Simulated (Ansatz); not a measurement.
# Σ3 (112) boundary in fcc Ir with C (interstitial): structure and resistance

Aim: the relaxed structure and the specific resistance of the Σ3 (112) boundary in fcc Ir with C (interstitial).

Main program and level: Ansatz 0.2.0; Ansatz plane-wave DFT, PBE, PAW files; relaxation of a bicrystal slab with its lowest layers held; PAW set soft_1, in the first sound run; inputs show where later runs differ.

**1. The structure**

The cell holds 25 atoms: 24 Ir and 1 C. Cell: a = 2.715 Å, b = 6.650 Å, c = 29.809 Å, α = 90.0°, β = 90.0°, γ = 90.0°. It derives from Ir. built on the (1 1 2) plane; 2 overlapping atoms removed and the grains opened by 0 Å. Vacuum lies along c.

**2. Relaxing the bicrystal**

The boundary is built by mirroring the lower grain in the boundary plane and removing any atoms that overlap; then the C is put in at the boundary. A thin bicrystal slab is relaxed first, with the lowest layers held and the upper grain free to shift and open.

The input, input.yaml:

```yaml
crystal:
  lattice:
    - [2.7148657757, 0.0, 0.0]
    - [0.0, 6.6500358706, 0.0]
    - [0.0, 0.0, 29.8091418368]
  atoms:
    - { symbol: Ir, position: [2.0e-10, 0.3333333333, 0.1677337787] }
    - { symbol: Ir, position: [0.5000000002, 1.0, 0.194024849] }
    - { symbol: Ir, position: [1.0e-10, 0.6666666666, 0.2203159193] }
    - { symbol: Ir, position: [0.5000000001, 0.3333333333, 0.2466069896] }
    - { symbol: Ir, position: [1.0e-10, 1.0, 0.2728980598] }
    - { symbol: Ir, position: [0.5000000001, 0.6666666666, 0.2991891301] }
    - { symbol: Ir, position: [1.0e-10, 0.3333333333, 0.3254802004] }
    - { symbol: Ir, position: [0.5000000001, 1.0, 0.3517712707] }
    - { symbol: Ir, position: [0.0, 0.6666666667, 0.378062341] }
    - { symbol: Ir, position: [0.5, 0.3333333333, 0.4043534113] }
    - { symbol: Ir, position: [0.0, 0.0, 0.4306444816] }
    - { symbol: C, position: [0.5, 0.75, 0.4306444816] }
    - { symbol: Ir, position: [0.0, 0.6666666667, 0.4832266221] }
    - { symbol: Ir, position: [0.5000000001, 1.0, 0.5095176924] }
    - { symbol: Ir, position: [1.0e-10, 0.3333333333, 0.5358087627] }
    - { symbol: Ir, position: [0.5000000001, 0.6666666666, 0.562099833] }
    - { symbol: Ir, position: [1.0e-10, 1.0, 0.5883909033] }
    - { symbol: Ir, position: [0.5000000001, 0.3333333333, 0.6146819736] }
    - { symbol: Ir, position: [1.0e-10, 0.6666666666, 0.6409730438] }
    - { symbol: Ir, position: [0.5000000002, 1.0, 0.6672641141] }
    - { symbol: Ir, position: [2.0e-10, 0.3333333333, 0.6935551844] }
    - { symbol: Ir, position: [0.5000000002, 0.6666666666, 0.7198462547] }
    - { symbol: Ir, position: [2.0e-10, 0.9999999999, 0.746137325] }
    - { symbol: Ir, position: [0.5000000002, 0.3333333333, 0.7724283953] }
    - { symbol: Ir, position: [3.0e-10, 0.6666666666, 0.7987194656] }
kpoints:
  mp_grid: { grid: [9, 4, 1] }
hamiltonian:
  xc: pbe
  pseudopotentials: { kind: paw, azcp: { folder: soft_1 } }
scf:
  occupations: { method: fermi_dirac, width: 0.1 }
relax:
  f_tol: 0.03
  max_steps: 80
  constraints: [{ sites: [0, 1, 2, 3] }]
```

Launch:

```sh
$ ansatz run input.yaml --threads 4 --pin off --max-ram 15360MiB --backend cpu --events-out ev --progress --plain --runs-dir out
```

Numbers of over 12 decimals in the logs are rounded to 6 here.

Log:

```text
Engine: ansatz 0.2.0, aarch64-unknown-linux-gnu
Pseudopotentials: kind: paw
Pseudopotential: Ir, paw, valence charge 17, recommended cutoff 420 eV (normal), soft_1/Ir.paw.azcp
Pseudopotential: C, paw, valence charge 4, recommended cutoff 420 eV (normal), soft_1/C.paw.azcp
Functional definition: PBE
  parameter kappa = 0.804
  parameter beta = 0.066725
  exchange = pbe_x(kappa = kappa, mu = beta*pi^2/3)
  correlation = pbe_c(beta = beta)
Crystal: 25 atoms, lattice volume = 538.173 Å³
Basis set: ecut = 420 eV, 10553 PW (Γ), exchange–correlation on 40×90×400 points (8 copies of the dense FFT grid, shifted against one another)
Bands: 248, of which v1, the nominal top of the filled ones, is band 206 counted from 1 (205 counted from 0)
Symmetry: 2 space group operations
Space group: Pm (ITA 6), of the structure as read, at distance tolerance 8.1e-5 Å
k-points: 15 of 36 (time reversal used)
Non-local potential: Ir, projectors of the file, l = 0: 3, l = 1: 2, l = 2: 2, l = 3: 1
Non-local potential: C, projectors of the file, l = 0: 2, l = 1: 2, l = 2: 1
PAW form: soft (Blöchl's): semilocal exchange-correlation on the pseudo side does not see the compensation charge
PAW one-centre angular grid: Ir, 590 points (default); XC on 64 Gauss nodes
PAW one-centre angular grid: C, 110 points (default); XC on 64 Gauss nodes
Initial density: superposition of atomic densities (neutral atoms: chi_scale 0, normalization atom)
Initial wavefunctions: pseudopotential atomic-orbital guess
Functional: x = pbe(κ = 0.804, μ = 0.219515), c = pbe(β = 0.066725)
iter 1 solved again at ethr=2.68e-3 eV; its pass at ethr=3.10e-3 eV (dr2=1.10e1 eV) is discarded
SCF iter   1: F=—  HF=-286727.513188 eV  |F-HF|=—  |Δ(HF+E_count)|=         —  Δρ=4.19e-2  dr2=1.11e1  ethr=2.68e-3  ⟨swp⟩=2.3  Hψ=19289  notcnv=0
preconditioner: auto → LDOS  [metal: Δε(μ)=0.009 eV  Ē_g=6.660 eV  σ=0.100 eV  W_gap=0.02  n_scr=154 (ndim 8)  ℏωp=23.7 eV  f_vac=0.298  D(μ)=27.07/eV (n_scr^D=264)  β→1.0]
SCF iter   2: F=—  HF=-286727.085526 eV  |F-HF|=—  |Δ(HF+E_count)|=   4.28e-1  Δρ=3.07e-2  dr2=8.08e0  ethr=2.68e-3  ⟨swp⟩=3.7  Hψ=10474  notcnv=0  defer=91
SCF iter   3: F=—  HF=-286724.800697 eV  |F-HF|=—  |Δ(HF+E_count)|=    2.28e0  Δρ=5.06e-3  dr2=3.54e-1  ethr=1.96e-3  ⟨swp⟩=3.0  Hψ=7356  notcnv=0  defer=136
SCF iter   4: F=—  HF=-286724.782979 eV  |F-HF|=—  |Δ(HF+E_count)|=   1.77e-2  Δρ=2.65e-3  dr2=5.50e-2  ethr=8.60e-5  ⟨swp⟩=2.4  Hψ=7410  notcnv=0  defer=137
SCF iter   5: F=—  HF=-286724.772054 eV  |F-HF|=—  |Δ(HF+E_count)|=   1.09e-2  Δρ=8.58e-4  dr2=1.02e-2  ethr=1.34e-5  ⟨swp⟩=3.3  Hψ=7471  notcnv=0  defer=137
SCF iter   6: F=—  HF=-286724.771204 eV  |F-HF|=—  |Δ(HF+E_count)|=   8.50e-4  Δρ=3.13e-4  dr2=1.19e-3  ethr=2.47e-6  ⟨swp⟩=2.1  Hψ=5257  notcnv=0  defer=137
SCF iter   7: F=—  HF=-286724.771154 eV  |F-HF|=—  |Δ(HF+E_count)|=   5.03e-5  Δρ=1.24e-4  dr2=1.58e-4  ethr=2.88e-7  ⟨swp⟩=2.7  Hψ=6332  notcnv=0  defer=137
SCF iter   8: F=—  HF=-286724.771144 eV  |F-HF|=—  |Δ(HF+E_count)|=   9.64e-6  Δρ=5.32e-5  dr2=2.71e-5  ethr=3.84e-8  ⟨swp⟩=2.9  Hψ=6334  notcnv=0  defer=137
SCF iter   9: F=-286724.771145 eV  HF=-286724.771148 eV  |F-HF|=2.37e-6  |Δ(HF+E_count)|=   3.42e-6  Δρ=1.85e-5  dr2=4.09e-6  ethr=5.46e-9  ⟨swp⟩=4.9  Hψ=12604  notcnv=0
SCF 1 converged in 9 iterations: F = -286724.771145 eV  dr2 = 4.09e-6
  greatest PAW one-centre occupation: 1.000 electrons in one spin orbital (limit 2), on the Ir atom at site 17 (counted from 0), in its partial waves of l = 0
relax step   1: F+E_penalty+E_count = -286724.77114549 eV  Δ(F+E_penalty+E_count) = +0.000e0 eV  max|allowed force component| = 1.348e0 eV/Å  Δτ_max = 0.0000 Å  (9 SCF iters, dr2 threshold 2.25e-5 eV, accepted)
Initial density: handed on by an earlier stage of this run
Initial wavefunctions: those handed on with the density
iter 1 solved again at ethr=4.87e-4 eV; its pass at ethr=3.10e-3 eV (dr2=2.00e0 eV) is discarded
SCF iter   1: F=—  HF=-286725.180321 eV  |F-HF|=—  |Δ(HF+E_count)|=         —  Δρ=1.34e-2  dr2=2.02e0  ethr=4.87e-4  ⟨swp⟩=1.6  Hψ=14146  notcnv=0  defer=112
preconditioner: auto → LDOS  [metal: Δε(μ)=0.001 eV  Ē_g=6.526 eV  σ=0.100 eV  W_gap=0.00  n_scr=154 (ndim 8)  ℏωp=23.7 eV  f_vac=0.302  D(μ)=27.31/eV (n_scr^D=276)  β→1.0]
SCF iter   2: F=—  HF=-286725.139375 eV  |F-HF|=—  |Δ(HF+E_count)|=   4.09e-2  Δρ=4.68e-3  dr2=2.56e-1  ethr=4.87e-4  ⟨swp⟩=2.0  Hψ=5707  notcnv=0  defer=112
SCF iter   3: F=—  HF=-286725.103742 eV  |F-HF|=—  |Δ(HF+E_count)|=   3.56e-2  Δρ=2.61e-3  dr2=1.04e-1  ethr=6.22e-5  ⟨swp⟩=3.0  Hψ=7677  notcnv=0  defer=112
SCF iter   4: F=—  HF=-286725.078190 eV  |F-HF|=—  |Δ(HF+E_count)|=   2.56e-2  Δρ=7.08e-4  dr2=5.90e-3  ethr=2.53e-5  ⟨swp⟩=2.1  Hψ=5353  notcnv=0  defer=112
SCF iter   5: F=—  HF=-286725.076028 eV  |F-HF|=—  |Δ(HF+E_count)|=   2.16e-3  Δρ=1.51e-4  dr2=2.65e-4  ethr=1.43e-6  ⟨swp⟩=2.3  Hψ=6193  notcnv=0  defer=130
SCF iter   6: F=-286725.076004 eV  HF=-286725.076019 eV  |F-HF|=1.50e-5  |Δ(HF+E_count)|=   9.04e-6  Δρ=5.74e-5  dr2=3.22e-5  ethr=2.43e-8  ⟨swp⟩=3.0  Hψ=16804  notcnv=0
SCF 2 converged in 6 iterations: F = -286725.076004 eV  dr2 = 3.22e-5
  greatest PAW one-centre occupation: 1.000 electrons in one spin orbital (limit 2), on the Ir atom at site 21 (counted from 0), in its partial waves of l = 0
relax step   2: F+E_penalty+E_count = -286725.07600382 eV  Δ(F+E_penalty+E_count) = -3.049e-1 eV  max|allowed force component| = 1.598e0 eV/Å  Δτ_max = 0.1978 Å  (6 SCF iters, dr2 threshold 1.00e-4 eV, accepted)
SCF iter   1: F=—  HF=-286725.306173 eV  |F-HF|=—  |Δ(HF+E_count)|=         —  Δρ=6.89e-3  dr2=5.59e-1  ethr=1.42e-3  ⟨swp⟩=4.5  Hψ=7708  notcnv=0  defer=144
preconditioner: auto → LDOS  [metal: Δε(μ)=0.015 eV  Ē_g=6.492 eV  σ=0.100 eV  W_gap=0.04  n_scr=154 (ndim 8)  ℏωp=23.7 eV  f_vac=0.300  D(μ)=27.72/eV (n_scr^D=276)  β→1.0]
SCF iter   2: F=—  HF=-286725.286060 eV  |F-HF|=—  |Δ(HF+E_count)|=   2.01e-2  Δρ=1.95e-3  dr2=3.92e-2  ethr=1.36e-4  ⟨swp⟩=2.1  Hψ=5852  notcnv=0  defer=141
SCF iter   3: F=—  HF=-286725.280630 eV  |F-HF|=—  |Δ(HF+E_count)|=   5.43e-3  Δρ=1.14e-3  dr2=1.91e-2  ethr=9.52e-6  ⟨swp⟩=2.6  Hψ=7007  notcnv=0  defer=141
SCF iter   4: F=—  HF=-286725.275753 eV  |F-HF|=—  |Δ(HF+E_count)|=   4.88e-3  Δρ=2.01e-4  dr2=3.83e-4  ethr=4.63e-6  ⟨swp⟩=2.5  Hψ=6101  notcnv=0  defer=141
SCF iter   5: F=-286725.275694 eV  HF=-286725.275730 eV  |F-HF|=3.58e-5  |Δ(HF+E_count)|=   2.27e-5  Δρ=6.55e-5  dr2=5.68e-5  ethr=2.43e-8  ⟨swp⟩=3.2  Hψ=16639  notcnv=0
SCF 3 converged in 5 iterations: F = -286725.275694 eV  dr2 = 5.68e-5
relax step   3: F+E_penalty+E_count = -286725.27569440 eV  Δ(F+E_penalty+E_count) = -1.997e-1 eV  max|allowed force component| = 3.273e-1 eV/Å  Δτ_max = 0.0948 Å  (5 SCF iters, dr2 threshold 1.00e-4 eV, accepted)
[...]
relax step   4: F+E_penalty+E_count = -286725.29446685 eV  Δ(F+E_penalty+E_count) = -1.877e-2 eV  max|allowed force component| = 3.607e-1 eV/Å  Δτ_max = 0.2000 Å  (7 SCF iters, dr2 threshold 6.70e-6 eV, accepted)
[...]
relax step   5: F+E_penalty+E_count = -286725.31422364 eV  Δ(F+E_penalty+E_count) = -1.976e-2 eV  max|allowed force component| = 2.549e-1 eV/Å  Δτ_max = 0.1123 Å  (7 SCF iters, dr2 threshold 8.13e-6 eV, accepted)
[...]
relax step   6: F+E_penalty+E_count = -286725.32562697 eV  Δ(F+E_penalty+E_count) = -1.140e-2 eV  max|allowed force component| = 1.540e-1 eV/Å  Δτ_max = 0.0585 Å  (5 SCF iters, dr2 threshold 3.25e-5 eV, accepted)
[...]
relax step   7: F+E_penalty+E_count = -286725.32830147 eV  Δ(F+E_penalty+E_count) = -2.675e-3 eV  max|allowed force component| = 2.598e-2 eV/Å  Δτ_max = 0.0202 Å  (5 SCF iters, dr2 threshold 8.66e-6 eV, accepted)
iter 1 solved again at ethr=2.05e-10 eV; its pass at ethr=3.10e-3 eV (dr2=8.44e-7 eV) is discarded
SCF iter   1: F=—  HF=-286725.328374 eV  |F-HF|=—  |Δ(HF+E_count)|=         —  Δρ=9.36e-6  dr2=8.44e-7  ethr=2.05e-10  ⟨swp⟩=2.0  Hψ=8947  notcnv=0  defer=128
preconditioner: auto → LDOS  [metal: Δε(μ)=0.020 eV  Ē_g=6.510 eV  σ=0.100 eV  W_gap=0.05  n_scr=154 (ndim 8)  ℏωp=23.7 eV  f_vac=0.302  D(μ)=27.59/eV (n_scr^D=276)  β→1.0]
SCF iter   2: F=—  HF=-286725.328302 eV  |F-HF|=—  |Δ(HF+E_count)|=   7.18e-5  Δρ=5.76e-6  dr2=3.62e-7  ethr=2.05e-10  ⟨swp⟩=2.0  Hψ=6540  notcnv=0  defer=128
SCF iter   3: F=-286725.328302 eV  HF=-286725.328302 eV  |F-HF|=6.24e-8  |Δ(HF+E_count)|=   8.24e-8  Δρ=2.22e-6  dr2=7.74e-8  ethr=2.43e-11  ⟨swp⟩=3.1  Hψ=17380  notcnv=0
SCF 8 converged in 3 iterations: F = -286725.328302 eV  dr2 = 7.74e-8
relax step   8: F+E_penalty+E_count = -286725.32830204 eV  Δ(F+E_penalty+E_count) = -5.671e-7 eV  max|allowed force component| = 2.598e-2 eV/Å  Δτ_max = 0.0000 Å  (3 SCF iters, accepted)
SCF converged after 3 iterations
Free energy (F): -286725.328302 eV
Harris-Foulkes:  -286725.328302 eV  (|F-HF|=6.24e-8)
Internal energy: -286724.417371 eV  (E = F + TS)
E sigma→0 (E₀):  -286724.872837 eV
Entropy (-TS):   -0.910931 eV (-36.437 meV/atom)
Fermi energy:    14.488492 eV
--- Per-component energies (eV) ---
  E_band       = -6474.595476
  E_kinetic    = 13032.367015
  E_local      = -496187.202940  (includes V_loc(G=0)·N_el)
  E_nonlocal   = 4584.730340
  E_hartree    = 242520.695882
  E_xc         = -5562.345590
  E_vxc        = -6204.089554  (∫ρ·V_xc dr)
  E_paw        = -222464.525783  (= ΣΔE_a)
  E_vpaw       = -6741.782238  (= ΣTr[D̂ρ^β])
  E_aug_tail   = 0.008447  (compensation charges beyond the density's cutoff)
  E_ewald      = 177351.855258
  E_smearing   = -0.910931  (= −TS)
  E_closure    = -0.000000  (closes the sum)
  Σ components = -286725.328302   (vs F -286725.328302, Δ=0.00e0)
--- Forces (eV/Å), atoms counted from 1 ---
  atom   1  Ir     0.00000000    -0.49671561     1.03217427
  atom   2  Ir     0.00000000     0.34941202     0.03181309
  atom   3  Ir    -0.00000000     0.14688497    -0.72303320
  atom   4  Ir    -0.00000000     0.01329368    -0.33382069
  atom   5  Ir    -0.00000000     0.00243548     0.00105384
  atom   6  Ir    -0.00000000    -0.00228116    -0.00896801
  atom   7  Ir     0.00000000     0.00282707     0.00388605
  atom   8  Ir     0.00000000    -0.00467761     0.00017739
  atom   9  Ir     0.00000000     0.00986801    -0.02270751
  atom  10  Ir    -0.00000000    -0.00400891     0.00020920
  atom  11  Ir     0.00000000     0.02034288     0.00464546
  atom  12  C     -0.00000000    -0.00986973    -0.00623703
  atom  13  Ir     0.00000000    -0.00996074     0.02597531
  atom  14  Ir    -0.00000000     0.00206378    -0.00577464
  atom  15  Ir     0.00000000    -0.00323161     0.00592012
  atom  16  Ir     0.00000000    -0.00649639     0.00834833
  atom  17  Ir    -0.00000000    -0.00044542     0.00133901
  atom  18  Ir     0.00000000     0.00350368    -0.00429968
  atom  19  Ir    -0.00000000     0.00132113    -0.00791099
  atom  20  Ir    -0.00000000    -0.00586932    -0.00349228
  atom  21  Ir    -0.00000000    -0.00159216    -0.00048540
  atom  22  Ir     0.00000000    -0.00147024     0.00440221
  atom  23  Ir     0.00000000    -0.00273025    -0.00055091
  atom  24  Ir    -0.00000000    -0.00415026    -0.00629622
  atom  25  Ir    -0.00000000     0.00153474     0.00360184
  max |Σ_I F_I| component: 3.04e-5 eV/Å
--- Relaxed structure (8 steps of the walk, 8 accepted, 0 SCFs on fresh bases) ---
  F+E_penalty+E_count = -286725.32830204 eV   max|allowed force component| = 2.598e-2 eV/Å
  atoms:
    - { symbol: Ir, position: [1.8232922684227584e-17, 0.333333, 0.167734] }
    - { symbol: Ir, position: [0.500000, 1.000000, 0.194024849] }
    - { symbol: Ir, position: [1.8232922671302887e-17, 0.666667, 0.220316] }
    - { symbol: Ir, position: [0.500000, 0.333333, 0.2466069896] }
    - { symbol: Ir, position: [1.7956978141079874e-17, 0.996978, 0.272672] }
    - { symbol: Ir, position: [0.500000, 0.666730, 0.298661] }
    - { symbol: Ir, position: [1.927530676399442e-17, 0.334601, 0.326335] }
    - { symbol: Ir, position: [0.500000, 1.004222, 0.350685] }
    - { symbol: Ir, position: [2.0621636053628723e-17, 0.655944, 0.380022] }
    - { symbol: Ir, position: [0.500000, 0.322781, 0.407481] }
    - { symbol: Ir, position: [2.2931872385972802e-17, -0.010615, 0.434499] }
    - { symbol: C, position: [0.500000, 0.736903, 0.432492] }
    - { symbol: Ir, position: [1.0162353292511843e-17, 0.603370, 0.476606] }
    - { symbol: Ir, position: [0.500000, 0.984480, 0.511637] }
    - { symbol: Ir, position: [1.7453383060430508e-17, 0.304634, 0.535169] }
    - { symbol: Ir, position: [0.500000, 0.638232, 0.559229] }
    - { symbol: Ir, position: [1.9699632272926102e-17, 0.971559, 0.589594] }
    - { symbol: Ir, position: [0.500000, 0.308121, 0.614464] }
    - { symbol: Ir, position: [1.7954639380288666e-17, 0.640408, 0.640745] }
    - { symbol: Ir, position: [0.500000, 0.972274, 0.669222] }
    - { symbol: Ir, position: [1.7158595162521735e-17, 0.304862, 0.692674] }
    - { symbol: Ir, position: [0.500000, 0.642514, 0.719765] }
    - { symbol: Ir, position: [2.3354042666296158e-17, 0.975533, 0.750338] }
    - { symbol: Ir, position: [0.500000, 0.306182, 0.771439] }
    - { symbol: Ir, position: [-1.0322809301553628e-17, 0.629010, 0.795657] }
```

Wall time 8.1 min (4 threads of Arm Neoverse V1, shared host); peak memory 3.3 GiB; 32 min of CPU time.

Step by step:

| step | energy less that of the first step (eV) | largest force component (eV/Å) |
| --- | --- | --- |
| 1 | 0.0000 | 1.3477 |
| 2 | -0.3049 | 1.5983 |
| 3 | -0.5045 | 0.3273 |
| 4 | -0.5233 | 0.3607 |
| 5 | -0.5431 | 0.2549 |
| 6 | -0.5545 | 0.1540 |
| 7 | -0.5572 | 0.0260 |
| 8 | -0.5572 | 0.0260 |

Forces are held to the 2 operations that the run works with; a distortion that breaks them can't arise in this run.

The atoms that moved most (Å):

| atom | dx | dy | dz | length |
| --- | --- | --- | --- | --- |
| Ir13 | 0.000 | -0.421 | -0.197 | 0.465 |
| Ir25 | 0.000 | -0.250 | -0.091 | 0.267 |
| Ir16 | 0.000 | -0.189 | -0.086 | 0.208 |
| Ir23 | 0.000 | -0.163 | 0.125 | 0.205 |
| Ir20 | 0.000 | -0.184 | 0.058 | 0.193 |
| Ir17 | 0.000 | -0.189 | 0.036 | 0.193 |
| Ir15 | 0.000 | -0.191 | -0.019 | 0.192 |
| Ir21 | 0.000 | -0.189 | -0.026 | 0.191 |

Numbers from this step:

* free energy: -286725.3283 eV
* energy at zero smearing: -286724.8728 eV
* Fermi energy: 14.49 eV

The largest force component on a free atom ends at 0.026 eV/Å, under the tolerance of 0.03, after 8 steps.

(Continued in part 2 of 2.)

[Logs are printed without paths, hosts, clocks, repeated set-up lines and the standing remarks that a program may print on its own settings, such as how far it seeks lower states.]

[Hosts, paths, dates, database ids (printed as entryN), source tags and the programs' standing remarks are cut or masked in the printed files.]
